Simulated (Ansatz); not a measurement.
# HfO2: the cost of one run

Method: DFT r2SCAN, scalar-relativistic, plane waves, PAW, in Ansatz 0.2.0.

### Step 1. The system as given

Symmetry: P4_2/nmc, No. 137, tetragonal system. Conventional cell: a = 3.558 Å, b = 3.558 Å, c = 5.172 Å, α = 90.00°, β = 90.00°, γ = 90.00°. Hf (site symmetry -4m2) has 4 O at 2.05 Å in its first shell of neighbours. O (site symmetry 2mm) has 2 Hf at 2.05 Å in its first shell of neighbours.

Coordinates:

```
CELL_PARAMETERS angstrom
3.55802 0.00000 0.00000
0.00000 3.55802 0.00000
0.00000 0.00000 5.17186
ATOMIC_POSITIONS crystal
Hf 0.50000 0.50000 0.50000
Hf 0.00000 0.00000 0.00000
O 0.00000 0.50000 0.69721
O 0.50000 0.00000 0.80279
O 0.50000 0.00000 0.30279
O 0.00000 0.50000 0.19721
```

It goes back to an entry of the Materials Project, which need not be the stable form.

The cell is taken as given, not relaxed at this level.

### Step 2. The reference cell

The reference gives a free energy of -33752.5673 eV, pressure 4.12 GPa, largest force 0.063 eV/Å and gap on the mesh 5.31 eV. It was computed beforehand with the settings of the runs below.

### Step 3. Setting up moving one atom along a line

Atom 1 (Hf) is moved by x along the Cartesian unit vector (-0.868, 0.000, 0.497); the cell and all other atoms stay fixed. Forces below are components along that vector, summed over the moved atoms. In a periodic cell its images move with it.

### Step 4. x = -0.600 Å

input.yaml reads:

```yaml
crystal:
  lattice:
    - [3.55801933, 0.0, 0.0]
    - [0.0, 3.55801933, 0.0]
    - [0.0, 0.0, 5.17186121]
  atoms:
    - { symbol: Hf, position: [0.6462955849, 0.5, 0.4422987157] }
    - { symbol: Hf, position: [0.0, 0.0, 0.0] }
    - { symbol: O, position: [0.0, 0.5, 0.69720788] }
    - { symbol: O, position: [0.5, 0.0, 0.80279212] }
    - { symbol: O, position: [0.5, 0.0, 0.30279212] }
    - { symbol: O, position: [0.0, 0.5, 0.19720788] }
basis:
  ecutwfc: 500
kpoints:
  mp_grid: { grid: [6, 6, 6] }
hamiltonian:
  xc: r2scan
scf:
  occupations: { method: gaussian, width: 0.05 }
output:
  forces: true
  stress: true
  eigenvalues: true
  write_density: true
  write_potential: true
  elf: true
  volumetric_format: npy
```

Started as:

```sh
ansatz run input.yaml --threads 2 --pin off --max-ram 5120MiB --backend cpu --events-out ev --progress --plain --runs-dir out
```

Q: Estimate wall time and peak memory on 2 threads of AMD EPYC 9R45 (Zen 5), shared host.

About 11 s, with a peak of 0.66 GiB.
